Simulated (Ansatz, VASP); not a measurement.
# Two plane-wave programs on HfO2

```
Hf O
1.0
     5.08032    0.00000    0.00000
     0.00000    5.16487    0.00000
     0.00000    0.00000    4.89088
Hf O
4 8
Cartesian
  1.1308 4.0379 1.3307
  3.6710 3.7094 3.5602
  3.9495 1.1270 1.3307
  1.4093 1.4555 3.5602
  0.9491 0.8452 0.5113
  3.4892 1.7372 4.3796
  4.1312 4.3196 0.5113
  1.5911 3.4277 4.3796
  0.0000 2.5824 2.3919
  2.5402 0.0000 2.4990
  0.0000 0.0000 2.8153
  2.5402 2.5824 2.0756
```

The cell comes from a database or a generator and needn't be the stable form of this composition.

Alike in both runs: task single point; functional PBE; k mesh 3 × 3 × 3; occupations fermi-dirac, width 0.05 eV; no spin polarisation.

|  | VASP | Ansatz |
| --- | --- | --- |
| version | VASP 6.6.1 | Ansatz 0.2.0 |
| potentials or method | VASP PAW PBE potentials, release 64 (Hf_pv, O) | Ansatz PAW |
| plane-wave cutoff (eV) | 520 | 420 |
| valence electrons in the cell | 88 | 152 |

|  | VASP | Ansatz | Ansatz less VASP |
| --- | --- | --- | --- |
| gap on the k mesh at the Fermi level (eV) | 4.04 | 4.07 | +0.036 |
| least direct gap on the mesh (eV) | 4.04 | 4.07 | +0.036 |
| pressure (GPa) | 6.5 | 9.9 | +3.43 |
| largest component of the traceless stress (GPa) | 0.38 | 0.56 | +0.189 |
| rms of the force components (eV/Å) | 0.043 | 0.081 | +0.0377 |

Atom by atom the forces differ by 0.042 eV/Å (rms over components). The functional is the same, so the differences come from potentials, cutoffs and numerics. The two sets of potentials don't hold the same shells in valence.

Caveats: the k mesh is coarse (spacing up to 0.43 Å⁻¹), so the values aren't converged; spin-orbit coupling is left out, which moves the levels of the heavy elements; an odd mesh through Γ misses points on the zone boundary, where band edges often lie (VASP); odd divisions of the mesh miss points on the zone boundary, where band edges often lie, so the gap on the mesh can be too wide (Ansatz); the pressure holds a Pulay correction of +0.8 GPa for the finite cutoff (Ansatz). A hybrid or GW would open this gap; PBE tends to underestimate it.
